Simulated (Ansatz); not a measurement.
# AgBr: deformation potentials from a series

```yaml
crystal:
  lattice:
    - [0.00000, 2.88605, 2.88605]
    - [2.88605, 0.00000, 2.88605]
    - [2.88605, 2.88605, 0.00000]
  atoms:
    - { symbol: Ag, position: [0.50000, 0.50000, 0.50000] }
    - { symbol: Br, position: [0.00000, 0.00000, 0.00000] }
```

Atom numbers follow the list: Ag1, Br2.

The conventional cell has a = 5.772 Å, b = 5.772 Å, c = 5.772 Å, α = 90.00°, β = 90.00°, γ = 90.00°. Ag (atom 1) has 6 Br at 2.89 Å as nearest neighbours. Br (atom 2) has 6 Ag at 2.89 Å as nearest neighbours.

The cell is COD entry 9011682, as deposited and not checked against the literature; nothing was relaxed.

The calculation used DFT, PBEsol, all-electron LAPW, scalar-relativistic (Ansatz 0.2.0).

Numerical set-up: a Γ-centred 7×7×7 k mesh, Fermi–Dirac smearing of 0.02 eV, basis error target 0.5 meV/atom, no spin polarisation.

The cell is scaled evenly. Fractional coordinates are held (clamped ions).

The valence-band top of this crystal doesn't lie at Γ but 1.89 eV above the top filled level there.

Only quantities that a quadratic follows smoothly over the whole series are listed; rougher ones are left out.

```tsv
ln(V/Vcell)	direct gap at Γ (eV)	smallest gap on mesh and path (eV)
-0.0619	2.616	0.499
-0.0408	2.538	0.500
-0.0101	2.432	0.506
0.0000	2.398	0.509
0.0100	2.366	0.512
0.0198	2.335	0.516
0.0392	2.276	0.524
0.0583	2.221	0.534
```

Problem. Fit the series and give the slopes at zero strain.

Solution. Least-squares fits y = p0 + p1 x + p2 x² to the rows give direct gap at Γ (eV): p1 = -3.27, p2 = 4; smallest gap on mesh and path (eV): p1 = 0.301, p2 = 2.2. So dEg/dln V = -3.3 eV for the direct gap at Γ, which isn't the fundamental gap here: that one has dEg/dln V = 0.3 eV. Semilocal gaps are too small, but their slopes carry over better.

Problem. One run, at ln(V/Vcell) = -0.0202, is withheld. Predict its row.

Solution. The fits give 2.466, 0.504; the run gave 2.466, 0.503.
